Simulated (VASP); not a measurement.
Crystal: Ta.

```
Ta
1.0
     5.31216    0.00000    0.00000
     0.00000    5.31216    0.00000
     0.00000    0.00000    5.31216
Ta
8
Direct
  0.50000 0.50000 0.50000
  0.00000 0.00000 0.00000
  0.25000 0.00000 0.50000
  0.50000 0.25000 0.00000
  0.50000 0.75000 0.00000
  0.75000 0.00000 0.50000
  0.00000 0.50000 0.75000
  0.00000 0.50000 0.25000
```

The cell was built by a generator and needn't be a form met in nature.

Base run:

| Quantity | Value |
| --- | --- |
| Program | VASP 6.6.1 |
| Functional | PBE |
| Potentials or basis | VASP PAW PBE potentials, release 64 (Ta_pv) |
| Cutoff | 520 eV |
| k mesh | 8 × 8 × 8 |
| Occupations | gaussian, width 0.1 eV |
| Spin | no spin polarisation |

Its results: band gap on the k mesh none (metal or under the smearing width); pressure 0.0 GPa.

**Question.** The run is repeated on the same cell with these changes: k mesh from 8 × 8 × 8 to 4 × 4 × 4; further incar settings from ALGO = Fast; EDIFF = 1e-07; NBANDS = 54 to ALGO = Normal; EDIFF = 1e-07; NBANDS = 54. What comes out?

**Answer.** Band gap on the k mesh none (metal or under the smearing width); pressure 0.6 GPa.
